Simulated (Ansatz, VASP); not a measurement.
# Two plane-wave programs on MgS

```
S Mg
1.0
     4.03462    0.00000    0.00000
    -2.01731    3.49409    0.00000
     0.00000    0.00000    6.43229
S Mg
2 2
Direct
  0.66667 0.33333 0.87924
  0.33333 0.66667 0.37924
  0.33333 0.66667 0.99575
  0.66667 0.33333 0.49575
```

The cell comes from a database or a generator and needn't be the stable form of this composition.

Alike in both runs: task relaxation of cell and atoms; functional RPBE; k mesh 6 × 6 × 3; occupations fermi-dirac, width 0.05 eV; no spin polarisation.

```csv
,VASP,Ansatz
version,VASP 6.6.1,Ansatz 0.2.0
potentials or method,"VASP PAW PBE potentials, release 64 (S, Mg)",Ansatz PAW
plane-wave cutoff (eV),600,420
valence electrons in the cell,16,32
```

Ansatz gave:

- gap on the k mesh at the Fermi level, each at its own relaxed structure (eV): 3.46
- relaxed volume (Å³/atom): 23.81
- relaxed cell length with the largest relative difference (Å): 6.561
- energy change over the relaxation (meV/atom): -10

Which values does VASP return?

gap on the k mesh at the Fermi level, each at its own relaxed structure (eV): 3.44; relaxed volume (Å³/atom): 23.73; relaxed cell length with the largest relative difference (Å): 6.528; energy change over the relaxation (meV/atom): -8.

The two sets of potentials don't hold the same shells in valence.

Caveats: the PAW data sets were made with another functional, which shifts forces and pressure a little (VASP); odd divisions of the mesh miss points on the zone boundary, where band edges often lie, so the gap on the mesh can be too wide (Ansatz); the plane-wave basis is chosen anew once the cell has moved, so the energies of steps on either side of that aren't comparable (Ansatz); the PAW data sets come from PBE, with cores solved anew for the run's functional, which leaves a small shift of forces and pressure (Ansatz). RPBE gaps usually lie below the measured ones, often by a third to a half.
